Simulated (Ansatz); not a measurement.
# InPd under changes of volume

One of the cells (17.513 Å³/atom); the others are scaled copies at fixed shape and fractional positions:

```
In Pd
1.0
     3.27188    0.00000    0.00000
     0.00000    3.27188    0.00000
     0.00000    0.00000    3.27188
In Pd
1 1
Direct
  0.00000 0.00000 0.00000
  0.50000 0.50000 0.50000
```

The cell comes from a database or a generator and needn't be the stable form of this composition.

```yaml
Program: Ansatz 0.2.0
Functional: LDA
Potentials_or_basis: all-electron LAPW, scalar-relativistic
Cutoff: 250 eV (chosen from the basis error)
Basis_error_allowed: 0.001 eV/atom
k_mesh: 8 × 8 × 8
Occupations: fermi-dirac, width 0.05 eV
Spin: no spin polarisation
```

| volume (Å³/atom) | energy over the lowest point (meV/atom) | pressure (GPa) |
| --- | --- | --- |
| 16.462 | 0.00 | 1.4 |
| 16.813 | 0.62 | -1.8 |
| 17.163 | ? | ? |
| 17.513 | 20.50 | -7.0 |
| 17.863 | 38.32 | -9.1 |
| 18.214 | 60.46 | -10.9 |
| 18.564 | 86.05 | -12.3 |

What does the run at 17.163 Å³/atom give?

Energy over the lowest point 7.71 meV/atom; pressure -4.6 GPa.

Worked out: A Birch-Murnaghan fit of order 3 (a polynomial in V^(-2/3)) to the other rows has its minimum at 16.61 Å³/atom with B0 = V·E''(V) = 155 GPa and B' = 5.8. It gives 7.72 meV/atom at 17.163 Å³/atom, against the run's 7.71, and -dE/dV = -4.6 GPa, against -4.6.

Energies are extrapolated to zero smearing.

The runs don't all hold the same shells in valence.
